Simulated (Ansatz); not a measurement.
# AlN: the cost of one run

Method: DFT PBEsol, scalar-relativistic, plane waves, PAW, in Ansatz 0.2.0.

That is the level of the relaxation; later steps name their own.

1 further run of the same task is left out (set aside as unsound or not needed).

## Step 1: The starting structure

Symmetry: P6_3mc, No. 186, hexagonal system. The conventional cell has a = 3.114 Å, b = 3.114 Å, c = 4.984 Å, α = 90.00°, β = 90.00°, γ = 120.00°. Al (site symmetry 3m) is surrounded by 4 N at 1.89 to 1.90 Å. N (site symmetry 3m) is surrounded by 4 Al at 1.89 to 1.90 Å.

As a file:

```cif
data_structure
_symmetry_space_group_name_H-M 'P 1'
_symmetry_Int_Tables_number 1
_cell_length_a 3.1138
_cell_length_b 3.1138
_cell_length_c 4.9836
_cell_angle_alpha 90.000
_cell_angle_beta 90.000
_cell_angle_gamma 120.000
_cell_volume 41.85
loop_
_atom_site_label
_atom_site_type_symbol
_atom_site_fract_x
_atom_site_fract_y
_atom_site_fract_z
_atom_site_occupancy
Al1 Al 0.33333 0.66667 0.99651 1
Al2 Al 0.66667 0.33333 0.49651 1
N1 N 0.33333 0.66667 0.37849 1
N2 N 0.66667 0.33333 0.87849 1
```

It is the result of an earlier relaxation at this level (volume 10.46 Å³/atom; gap on the mesh: 4.09 eV).

## Step 2: Band edges over the whole zone

Contents of input.yaml:

```yaml
crystal:
  lattice:
    - [3.1137832728, 2.9e-09, 0.0]
    - [-1.5568916389, 2.6966154147, 0.0]
    - [0.0, 0.0, 4.9835883025]
  atoms:
    - { symbol: Al, position: [0.3333333333, 0.6666666667, -0.0034913258] }
    - { symbol: Al, position: [0.6666666667, 0.3333333333, 0.4965086742] }
    - { symbol: "N", position: [0.3333333333, 0.6666666667, 0.3784913258] }
    - { symbol: "N", position: [0.6666666667, 0.3333333333, 0.8784913258] }
basis:
  ecutwfc: 420
kpoints:
  mp_grid: { grid: [9, 9, 6] }
  band_path: { path: [VBM, CBM], npoints: 2 }
hamiltonian:
  xc: pbesol
scf:
  occupations: { method: gaussian, width: 0.02 }
output:
  forces: true
  stress: true
  eigenvalues: true
```

On the command line:

```
$ ansatz run input.yaml --threads 2 --pin off --max-ram 5120MiB --backend cpu --events-out ev --progress --plain --runs-dir out
```

What time and memory should one allow on 2 threads of AMD EPYC (Zen 3), shared host?

About 9.7 s, with a peak of 0.34 GiB.
